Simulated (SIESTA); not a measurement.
Runs of SIESTA 5.4.2 on SnSe. It takes space group Pnma (No. 62, orthorhombic). Conventional cell: a = 11.420 Å, b = 4.190 Å, c = 4.460 Å, α = 90.00°, β = 90.00°, γ = 90.00°. Sn (site symmetry m) is surrounded by 3 Se at 2.69 to 2.83 Å. Se (site symmetry m) has 3 Sn at 2.69 to 2.83 Å as nearest neighbours. 

```csv
task,level,potentials or basis,cell,force tolerance,gap on the mesh (eV),pressure (GPa),largest force (eV/Å)
band structure,PBEsol,"PseudoDojo 0.4 standard (PBEsol files), DZP (energy shift 0.003 Ry; two zetas on semicore shells)",as given,-,(c),1.0,0.63
relaxation of cell and atoms,LDA,"PseudoDojo 0.4 standard (LDA files), DZP (energy shift 0.003 Ry; two zetas on semicore shells)",relaxed,0.02 eV/Å,(a),0.0,0.01
band structure,RPBE,"PseudoDojo 0.4 standard (PBE files), DZP (energy shift 0.003 Ry; two zetas on semicore shells)",as given,-,0.57,(b),0.77
band structure,vdW-DF-cx,"PseudoDojo 0.4 standard (PBE files), DZP (energy shift 0.003 Ry; two zetas on semicore shells)",as given,-,0.56,2.1,0.68
```

Alike in all rows: no spin polarisation; k mesh 3 × 6 × 6; smearing fermi-dirac 0.05 eV; grid cutoff 500 Ry; energy shift 0.003 Ry.

**Question.** Estimate the missing entries.

**Answer.** (a) 0.31; (b) 5.7; (c) 0.49.

Caveats: spin-orbit coupling is left out, which moves the levels of the heavy elements; the basis of atomic orbitals isn't converged, which shifts pressures, moduli and gaps; the potentials were made for another functional, which shifts forces and pressure (some runs); an odd mesh through Γ misses points on the zone boundary, where band edges often lie (some runs).

A k mesh can miss the band edges, and the runs leave out spin-orbit coupling on Se, Sn.

Runs at the PBE level aren't shown here.
